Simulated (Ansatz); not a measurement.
Crystal: Ir.

```xyz
2
Lattice="2.7514 0.0000 0.0000 -1.3757 2.3828 0.0000 0.0000 0.0000 4.4623" Properties=species:S:1:pos:R:3 pbc="T T T"
Ir    0.0000    1.5885    1.1156
Ir    1.3757    0.7943    3.3467
```

This isn't the form of Ir at room conditions, which is fcc.

- Program: Ansatz 0.2.0
- Task: relaxation of cell and atoms
- Functional: PBEsol
- Dispersion: D4
- Potentials or basis: Ansatz PAW
- Cutoff: 420 eV (not typed: the program's choice for these potentials)
- k mesh: 11 × 11 × 6
- Occupations: fermi-dirac, width 0.05 eV
- Spin: no spin polarisation

At the start: volume 14.63 Å³/atom.

Q: Where does the relaxation end?

A: It ends after 5 steps and the volume is 13.92 Å³/atom (-4.8 %); space group P6_3/mmc (No. 194, to 0.05 Å).

The path:
```tsv
step	energy change (eV)	largest force (eV/Å)	volume (Å³)
1	0.0000	0.0000	29.25
2	-0.0779	0.0000	28.11
3	-0.0810	0.0000	27.85
4	-0.0810	0.0000	27.85
5	-0.0802	0.0000	27.85
```

Final structure:
```
CELL_PARAMETERS angstrom
2.70668 0.00000 0.00000
-1.35334 2.34405 0.00000
0.00000 0.00000 4.38908
ATOMIC_POSITIONS crystal
Ir 0.33333 0.66667 0.25000
Ir 0.66667 0.33333 0.75000
```

Caveat: the plane-wave basis is chosen anew once the cell has moved, so the energies of steps on either side of that aren't comparable; pairwise dispersion overbinds metals, which lowers pressure and volume; the PAW data sets come from PBE, with cores solved anew for the run's functional, which leaves a small shift of forces and pressure.
